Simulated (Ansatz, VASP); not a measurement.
# Ni in VASP and in Ansatz

```
Ni
1.0
     0.00000    1.73798    1.73798
     1.73798    0.00000    1.73798
     1.73798    1.73798    0.00000
Ni
1
Direct
  0.00000 0.00000 0.00000
```

Change from the starting cell: volume scaled by 0.95, crystal datasets.

Alike in both runs: task electric field gradients; functional PBE; k mesh 20 × 20 × 20; occupations fermi-dirac, width 0.05 eV; collinear spin.

|  | VASP | Ansatz |
| --- | --- | --- |
| version | VASP 6.6.1 | Ansatz 0.2.0 |
| potentials or method | VASP PAW PBE potentials, release 64 (Ni), cutoff 520 eV | all-electron PAW with datasets made for the crystal, scalar-relativistic |

|  | VASP | Ansatz | Ansatz less VASP |
| --- | --- | --- | --- |
| pressure (GPa) | 7.8 | 8.0 | +0.15 |
| net moment per atom (μB) | 0.62 | 0.63 | +0.010 |
| size of the moment on the site where the two differ most (μB) | 0.63 | 0.67 | +0.040 |
| Vzz of the field gradient on the site that differs most (V/Å²) | 0.0 | 0.0 | 0.00 |

Site moments also hang on the region over which each program counts them. Ansatz ran all-electron here, so the differences hold the error of VASP's frozen core and of both bases. Ansatz warned: «printed_levels_off».
